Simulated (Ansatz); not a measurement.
Starting cell, LaAlO3 (cubic perovskite):

```
CELL_PARAMETERS angstrom
      3.81241     0.00000     0.00000
      0.00000     3.81241     0.00000
      0.00000     0.00000     3.81241
ATOMIC_POSITIONS crystal
  La 0.50000 0.50000 0.50000
  Al 0.00000 0.00000 0.00000
  O  0.00000 0.50000 0.00000
  O  0.50000 0.00000 0.00000
  O  0.00000 0.00000 0.50000
```

In each cell atom 3 (O, nearest neighbour Al at 1.906 Å; its periodic images, 3.8 Å or more away, move with it) moves by s·(0.000, -1.000, 0.000) (towards the nearest neighbour), the rest being held.

These are PBE (plane waves to 420 eV, PAW, scalar-relativistic; Ansatz, a first-principles code) values and carry that method's errors. k mesh 7×7×7 (Γ-centred), Fermi-Dirac smearing 0.05 eV. Energies are smeared free energies. LaAlO3 is run without spin polarisation. LaAlO3 was relaxed with its symmetry unable to fall. This is a high-temperature form of LaAlO3. The zero of ΔE is the undisplaced structure.

```json
[
 {"s (Å)": "-0.380", "ΔE (meV/cell)": "1866"},
 {"s (Å)": "-0.304", "ΔE (meV/cell)": "1078"},
 {"s (Å)": "-0.228", "ΔE (meV/cell)": "558"},
 {"s (Å)": "-0.152", "ΔE (meV/cell)": "withheld"},
 {"s (Å)": "-0.076", "ΔE (meV/cell)": "56"},
 {"s (Å)": "0.000", "ΔE (meV/cell)": "0"},
 {"s (Å)": "0.076", "ΔE (meV/cell)": "56"},
 {"s (Å)": "0.152", "ΔE (meV/cell)": "withheld"},
 {"s (Å)": "0.228", "ΔE (meV/cell)": "558"},
 {"s (Å)": "0.304", "ΔE (meV/cell)": "1078"},
 {"s (Å)": "0.380", "ΔE (meV/cell)": "1866"}
]
```

### Question
Fit an even polynomial form (powers 2, 4) to the given rows and predict ΔE at s = -0.152.

### Answer
Least squares on the 9 given rows: ΔE = (9470)·s² + (23890)·s⁴, in meV/cell with s in Å; root-mean-square residual 0.8 meV/cell. At -0.152 the fit gives 232 meV/cell; the calculation gives 234 meV/cell, so the interpolation is off by -2 (-0.9 %). The quadratic term alone would give 219 meV/cell.

(A displaced cell: forces are minus the slopes of the energy, force constants its curvatures, and phonons follow from these.)
